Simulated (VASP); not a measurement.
# Te (P3_121) in VASP: notebook

The runs below take Te through dielectric tensor, with PBEsol.

All numbers are computed with VASP 6.6.1; they aren't measurements. Logs are shortened: lines on timing, memory, paths and dates and some standing lists are left out, and cuts for length are marked.

### 1 The structure

The structure is trigonal, space group P3_121 (No. 152). The conventional cell has a = 4.454 Å, b = 4.454 Å, c = 5.924 Å, α = 90.00°, β = 90.00°, γ = 120.00°. Around Te (site symmetry 2) lie 2 Te at 2.86 Å.

### 2 Dielectric tensor, PBEsol

The input, INCAR:

```
ALGO = Normal ; EDIFF = 1E-8
ENCUT = 350 ; GGA = PS
ISIF = 2 ; ISMEAR = 0
LASPH = True ; LCHARG = False
LEPSILON = True ; LREAL = False
LWAVE = False ; NELM = 100
PREC = Accurate ; SIGMA = 0.1
```

The input, KPOINTS:

```
k-points
0
Gamma
  8 8 6
```

The input, POSCAR:

```
Te
1.0
    4.4540000000      0.0000000000      0.0000000000
   -2.2270000000      3.8572771485      0.0000000000
    0.0000000000      0.0000000000      5.9240000000
Te
3
Direct
    0.7310000000      0.7310000000      0.0000000000
    0.0000000000      0.2690000000      0.6666666667
    0.2690000000      0.0000000000      0.3333333333
```

Potentials or basis: VASP PAW PBE potentials, release 64 (Te).

On the command line:

```sh
$ cat potpaw_PBE.64/Te/POTCAR > POTCAR
$ mpirun -np 1 vasp_std > vasp.out
```

OUTCAR:

```text
EDIFF = 1E-8
   ENCUT = 350
   GGA = PS
   ISIF = 2
   ISMEAR = 0
   LASPH = True
   LEPSILON = True
   LREAL = False
   NELM = 100
   PREC = Accurate

 Found     50 irreducible k-points:

 Following reciprocal coordinates:
            Coordinates               Weight
  0.000000  0.000000  0.000000      1.000000
  0.125000  0.000000  0.000000      6.000000
  0.250000  0.000000  0.000000      6.000000
  0.375000 -0.000000  0.000000      6.000000
  0.500000  0.000000  0.000000      3.000000
  0.125000  0.125000  0.000000      6.000000
   k-points           NKPTS =     50   k-points in BZ     NKDIM =     50   number of bands    NBANDS=     13
   number of dos      NEDOS =    301   number of ions     NIONS =      3
   total plane-waves  NPLWV =  28224
   dimension x,y,z NGX =    28 NGY =   28 NGZ =   36
   dimension x,y,z NGXF=    56 NGYF=   56 NGZF=   72
   ions per type =               3
   NGX,Y,Z   is equivalent  to a cutoff of  10.45, 10.45, 10.10 a.u.
   NGXF,Y,Z  is equivalent  to a cutoff of  20.90, 20.90, 20.21 a.u.
 SYSTEM =  unknown system
   PREC   = accura    normal or accurate (medium, high low for compatibility)
   ISTART =      0    job   : 0-new  1-cont  2-samecut
   ICHARG =      2    charge: 1-file 2-atom 10-const
   ISPIN  =      1    spin polarized calculation?
   LNONCOLLINEAR =      F non collinear calculations
   LSORBIT =      F    spin-orbit coupling
   LASPH  =      T    aspherical Exc in radial PAW
   ENCUT  =  350.0 eV  25.72 Ry    5.07 a.u.   6.79  6.79  9.04*2*pi/ulx,y,z
   NELM   =    100;   NELMIN=  2; NELMDL= -5     # of ELM steps
   EDIFF  = 0.1E-07   stopping-criterion for ELM
   LREAL  =      F    real-space projection
   EDIFFG = 0.1E-06   stopping-criterion for IOM
   NSW    =      0    number of steps for IOM
   IBRION =     -1    ionic relax: 0-MD 1-quasi-New 2-CG
   NFREE  =      0    steps in history (QN), initial steepest desc. (CG)
   ISIF   =      2    stress and relaxation
   ISYM   =      2    0-nonsym 1-usesym 2-fastsym
   POTIM  = 0.5000    time-step for ionic-motion
   TEBEG  =    0.0;   TEEND  =   0.0 temperature during run
   PSTRESS=    0.0 pullay stress
   NELECT =      18.0000    total number of electrons
   NUPDOWN=      -1.0000    fix difference up-down
   EMIN   =  10.00;   EMAX   =-10.00  energy-range for DOS
   EFERMI =   0.00;   METHOD = LEGACY
   ISMEAR =     0;   SIGMA  =   0.10  broadening in eV -4-tet -1-fermi 0-gaus
   EFERMI_NEDOS =   21; number of points for ismear=-14 and -15
   IALGO  =     38    algorithm
   IMIX   =      4    mixing-type and parameters
     AMIX     =   0.40;   BMIX     =  1.00
     AMIX_MAG =   1.60;   BMIX_MAG =  1.00
  volume/ion in A,a.u.               =      33.93       228.94
  Fermi-wavevector in a.u.,A,eV,Ry     =   0.918933  1.736531 11.489263  0.844437
  Thomas-Fermi vector in A             =   2.044070
   LORBIT       =      0    0 simple, 1 ext, 2 COOP (PROOUT), +10 PAW based schemes
   GGA     = PS    functional components
   LHFCALC =     F    Hartree Fock is set to
   AEXX    =    0.0000 exact exchange contribution
   IVDW    =     0    specifies the selected vdW correction
   LEPSILON=     T    determine dielectric tensor
   LRPA    =     F    only Hartree local field effects (RPA)
 non-spin polarized calculation
 Gauss-broadening in eV      SIGMA  =   0.10
  energy-cutoff  :      350.00
  volume of cell :      101.78
 maximum number of plane-waves:      1524
 NGX is ok and might be reduce to    28
   NGX = 13   NGY = 13   NGZ = 19

--------------------------------------- Ionic step        1  -------------------------------------------

 number of electron      17.9999994 magnetization

 E-fermi :   6.0424     XC(G=0):  -9.2288

 val. band max:        5.8065587125   @ k =   0.3750   0.2500   0.5000
 cond. band min:       6.2621074894   @ k =   0.0000   0.0000   0.5000
 fundamental gap:      0.4555487769
 Fermi energy:         6.0423691583

 k-point     1 :       0.0000    0.0000    0.0000
  band No.  band energies     occupation
      1      -7.8183      2.00000
      2      -4.5118      2.00000
      3      -4.5118      2.00000
      4       2.7558      2.00000
      5       3.0662      2.00000
      6       3.0662      2.00000
      7       4.1343      2.00000
      8       4.1343      2.00000
      9       4.9780      2.00000
     10       6.8172      0.00000
     11       6.8172      0.00000
     12       7.4086      0.00000
     13      10.7032      0.00000

 k-point     2 :       0.1250    0.0000    0.0000
  band No.  band energies     occupation
      1      -7.7124      2.00000
      2      -4.5442      2.00000
      3      -4.4827      2.00000
      4       2.0098      2.00000
      5       2.5608      2.00000
      6       2.8398      2.00000
      7       4.4559      2.00000
      8       4.7686      2.00000
      9       5.1742      2.00000
     10       6.5163      0.00000
     11       6.7372      0.00000
     12       7.2726      0.00000
     13      10.3647      0.00000

 k-point     3 :       0.2500    0.0000    0.0000
  band No.  band energies     occupation
      1      -7.4135      2.00000
      2      -4.7005      2.00000
      3      -4.4055      2.00000
      4       1.1965      2.00000
      5       1.9265      2.00000
      6       2.4236      2.00000
      7       4.2594      2.00000
      8       4.8366      2.00000
      9       5.0112      2.00000
     10       6.6422      0.00000
     11       6.8554      0.00000
     12       7.7091      0.00000
     13       9.5090      0.00000

 k-point     4 :       0.3750   -0.0000    0.0000
  band No.  band energies     occupation
      1      -7.0044      2.00000
      2      -5.0268      2.00000
      3      -4.3190      2.00000
      4       0.9289      2.00000
      5       1.4955      2.00000
      6       2.1395      2.00000
      7       3.0476      2.00000
      8       4.8374      2.00000
      9       5.0147      2.00000
     10       6.6357      0.00000
     11       6.7558      0.00000
     12       8.8757      0.00000
     13       8.9687      0.00000

 k-point     5 :       0.5000    0.0000    0.0000
  band No.  band energies     occupation
      1      -6.7604      2.00000
      2      -5.2560      2.00000
      3      -4.2803      2.00000
      4       0.9555      2.00000
      5       1.3898      2.00000
      6       2.2170      2.00000
      7       2.2729      2.00000
      8       4.7841      2.00000
      9       5.0100      2.00000
     10       6.6371      0.00000
     11       6.6984      0.00000
     12       8.6570      0.00000
     13       9.5483      0.00000

 k-point     6 :       0.1250    0.1250    0.0000
  band No.  band energies     occupation
      1      -7.5093      2.00000
      2      -4.6147      2.00000
      3      -4.4561      2.00000
      4       1.4601      2.00000
      5       1.7830      2.00000
      6       2.9146      2.00000
      7       4.1719      2.00000
      8       4.9332      2.00000
      9       4.9354      2.00000
     10       6.7054      0.00000
     11       6.9873      0.00000
     12       7.4154      0.00000
     13      10.1192      0.00000

 [... further k-points ...]

  FORCE on cell =-STRESS in cart. coord.  units (eV):
  Direction    XX          YY          ZZ          XY          YZ          ZX
  --------------------------------------------------------------------------------------
  -------------------------------------------------------------------------------------
  Total       -0.6354812     -0.6354812     -0.4240410      0.0000000      0.0000000     -0.0000000
  in kB      -10.0038509    -10.0038509     -6.6753243      0.0000000      0.0000000     -0.0000000
  external PRESSURE =      -8.8943421 kB  Pullay stress =       0.0000000 kB

 VOLUME and BASIS-vectors are now :
 -----------------------------------------------------------------------------
  energy-cutoff  :      350.00
  volume of cell :      101.78
      direct lattice vectors                 reciprocal lattice vectors
     4.454000000  0.000000000  0.000000000     0.224517288  0.129625117  0.000000000
    -2.227000000  3.857277149  0.000000000     0.000000000  0.259250233  0.000000000
     0.000000000  0.000000000  5.924000000     0.000000000  0.000000000  0.168804862

 POSITION                                       TOTAL-FORCE (eV/Angst)
 -----------------------------------------------------------------------------------
      1.62794      2.81967      0.00000        -0.063963     -0.110787     -0.000000
     -0.59906      1.03761      3.94933        -0.063963      0.110787      0.000000
      1.19813      0.00000      1.97467         0.127926      0.000000     -0.000000
 -----------------------------------------------------------------------------------
    total drift:                                0.000000     -0.000000      0.000000

  FREE ENERGIE OF THE ION-ELECTRON SYSTEM (eV)
  ---------------------------------------------------
  free  energy   TOTEN  =       -10.5471713535 eV

  energy  without entropy=      -10.5471646479  energy(sigma->0) =      -10.54716800

 HEAD OF MICROSCOPIC STATIC DIELECTRIC TENSOR (INDEPENDENT PARTICLE, excluding Hartree and local field effects)
 ------------------------------------------------------
          42.903176     0.000000    -0.000000
           0.000000    42.903176     0.000000
          -0.000000     0.000000    71.489917
 ------------------------------------------------------

 Free energy of the ion-electron system (eV)
  ---------------------------------------------------
  ---------------------------------------------------
  free energy    TOTEN  =       -11.32671374 eV

  energy without entropy =      -11.32671374

------------------------ aborting loop because EDIFF is reached ----------------------------------------

--------------------------------------- Ionic step        2  -------------------------------------------

------------------------ aborting loop because EDIFF is reached ----------------------------------------

--------------------------------------- Ionic step        3  -------------------------------------------

 Free energy of the ion-electron system (eV)
  ---------------------------------------------------
  ---------------------------------------------------
  free energy    TOTEN  =       -19.92943348 eV

  energy without entropy =      -19.92943348

------------------------ aborting loop because EDIFF is reached ----------------------------------------

 PIEZOELECTRIC TENSOR FIELD DIRECTION 3  (e Angst)
 -----------------------------------------------------------------------------
     0.01797  0.00001 -0.00000           ( -0.00000  0.00000 -0.00000)
    -0.00001  0.01797  0.00000           (  0.00000 -0.00000  0.00000)
     0.00000 -0.00000  0.01014           (  0.00000 -0.00000 -0.00002)

 PIEZOELECTRIC TENSOR FIELD DIRECTION 3  (C/m^2)
 -----------------------------------------------------------------------------
     0.00283  0.00000 -0.00000
    -0.00000  0.00283  0.00000
     0.00000 -0.00000  0.00160

 MACROSCOPIC STATIC DIELECTRIC TENSOR (including local field effects in DFT)
 ------------------------------------------------------
          39.639970     0.000000    -0.000000
           0.000000    39.639970     0.000000
           0.000000     0.000000    69.167641
 ------------------------------------------------------

 PIEZOELECTRIC TENSOR (including local field effects)  for field in x, y, z        (e  Angst)
          XX          YY          ZZ          XY          YZ          ZX
  --------------------------------------------------------------------------------
  x    -3.26579     3.26579     0.00000     0.00000     1.04222     0.00000
  y     0.00000     0.00000     0.00000     3.26579     0.00000    -1.04223
  z    -0.00000     0.00000     0.00000    -0.00001    -0.00000     0.00000

 PIEZOELECTRIC TENSOR (including local field effects)  for field in x, y, z        (C/m^2)
          XX          YY          ZZ          XY          YZ          ZX
  --------------------------------------------------------------------------------
  x    -0.51411     0.51411     0.00000     0.00000     0.16407     0.00000
  y     0.00000     0.00000     0.00000     0.51411     0.00000    -0.16407
  z    -0.00000     0.00000     0.00000    -0.00000    -0.00000     0.00000

 BORN EFFECTIVE CHARGES (including local field effects) (in |e|, cummulative output)
 ---------------------------------------------------------------------------------
 ion    1
    1    -1.30386     2.25836     2.13087
    2     2.25836     1.30386    -1.23026
    3     2.67348    -1.54354     0.00000
 ion    2
    1    -1.30386    -2.25836    -2.13087
    2    -2.25836     1.30386    -1.23026
    3    -2.67348    -1.54354    -0.00000
 ion    3
    1     2.60773     0.00000     0.00000
    2     0.00000    -2.60773     2.46052
    3     0.00000     3.08707     0.00000
```

Wall time 5.5 min (1 thread of AMD EPYC 9R45 (Zen 5), shared host); peak memory 0.37 GiB.

The run converged, but some of its settings lie outside the range that counts as converged, so its numbers aren't taken as properties of the crystal.

What came out:

```yaml
Band_gap_on_the_k_mesh: 0.46 eV, indirect (least direct gap 0.53 eV)
Electronic_dielectric_tensor_diagonal: 39.64, 39.64, 69.17
Born_charges_mean_of_the_diagonal: Te +0.00 e
```

Caveat: the gap is small at this level, which inflates the dielectric constant; the PAW data sets were made with another functional, which shifts forces and pressure a little; spin-orbit coupling is left out, which moves the levels of the heavy elements.

(Continued in part 2 of 2.)
